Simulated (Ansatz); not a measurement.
# InP: the cost of one run

Method: DFT PBEsol, frozen-core PAW, scalar-relativistic unless said, in Ansatz 0.2.0.

The COD entry's cell or inner coordinates are ideal or old and differ from later refinements, so a difference from it is no clean test against experiment.

1 further run of the same task is left out (it didn't finish).

### Step 1. The starting structure

Symmetry: F-43m, No. 216, cubic system. The conventional cell has a = 5.861 Å, b = 5.861 Å, c = 5.861 Å, α = 90.00°, β = 90.00°, γ = 90.00°. In (site symmetry -43m) is surrounded by 4 P at 2.54 Å. P (site symmetry -43m) is surrounded by 4 In at 2.54 Å.

Structure file:

```cif
data_structure
_symmetry_space_group_name_H-M 'F-43m'
_symmetry_Int_Tables_number 216
_cell_length_a 5.8610
_cell_length_b 5.8610
_cell_length_c 5.8610
_cell_angle_alpha 90.000
_cell_angle_beta 90.000
_cell_angle_gamma 90.000
_cell_volume 201.33
loop_
_atom_site_label
_atom_site_type_symbol
_atom_site_symmetry_multiplicity
_atom_site_Wyckoff_symbol
_atom_site_fract_x
_atom_site_fract_y
_atom_site_fract_z
_atom_site_occupancy
In1 In 4 a 0.00000 0.00000 0.00000 1
P1 P 4 c 0.25000 0.25000 0.25000 1
```

Cartesian axes are those of the input's lattice vectors. The structure goes back to a database entry.

### Step 2. Cell and atoms relaxed, PAW

File input.yaml:

```yaml
crystal:
  lattice:
    - [0.0, 2.9305, 2.9305]
    - [2.9305, 0.0, 2.9305]
    - [2.9305, 2.9305, 0.0]
  atoms:
    - { symbol: In, position: [0.0, 0.0, 0.0] }
    - { symbol: P, position: [0.75, 0.75, 0.75] }
kpoints:
  mp_grid: { grid: [10, 10, 10] }
scf:
  occupations: { method: fermi_dirac, width: 0.08 }
hamiltonian:
  xc: pbesol
  pseudopotentials: { kind: paw }
relax:
  f_tol: 0.002
  max_steps: 80
  cell: {}
output:
  forces: true
  stress: true
```

On the command line:

```console
$ ansatz run input.yaml --threads 2 --pin off --max-ram 5120MiB --backend cpu --events-out ev --progress --plain --runs-dir out
```

Q: Estimate wall time and peak memory on 2 threads of Arm Neoverse V2, shared host.

About 4.3 s, with a peak of 0.35 GiB.
